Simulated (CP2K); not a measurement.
**BaS under changes of volume**

One of the cells (32.576 Å³/atom); the others are scaled copies at fixed shape and fractional positions:

```
CELL_PARAMETERS angstrom
4.51664 0.00000 0.00000
2.25832 3.91153 0.00000
2.25832 1.30384 3.68782
ATOMIC_POSITIONS crystal
Ba 0.00000 0.00000 0.00000
S 0.50000 0.50000 0.50000
```

- Program: CP2K 2026.2
- Functional: PBE
- Potentials or basis: POTENTIAL_UZH Ba GTH-PBE-q10, S GTH-PBE-q6; TZVP-MOLOPT-PBE-GTH basis
- Density cutoff: 6123 eV
- k mesh: 7 × 7 × 7
- Occupations: fermi-dirac, width 0.05 eV
- Spin: no spin polarisation

```csv
volume (Å³/atom),energy over the lowest point (meV/atom),pressure (GPa),gap on the mesh (eV)
30.622,39.51,4.7,2.08
31.273,?,?,?
31.925,11.30,2.3,2.16
32.576,3.83,1.3,2.19
33.228,0.20,0.5,2.22
33.879,0.00,-0.3,2.25
34.531,2.89,-1.1,2.27
```

Q: What does the run at 31.273 Å³/atom give?

A: Energy over the lowest point 23.03 meV/atom; pressure 3.4 GPa; gap on the mesh 2.12 eV.

Worked out: A Birch-Murnaghan fit of order 3 (a polynomial in V^(-2/3)) to the other rows has its minimum at 33.59 Å³/atom with B0 = V·E''(V) = 41 GPa and B' = 4.5. It gives 23.04 meV/atom at 31.273 Å³/atom, against the run's 23.03, and -dE/dV = 3.4 GPa, against 3.4. A straight line through the other rows of the gap, of slope 1.59 eV per unit of ln V, gives 2.12 eV, against the run's 2.12.

Energies are extrapolated to zero smearing.

Caveats: spin-orbit coupling is left out, which moves the levels of the heavy elements; an odd mesh through Γ misses points on the zone boundary, where band edges often lie; the basis of atomic orbitals isn't converged, which shifts pressures, moduli and gaps.
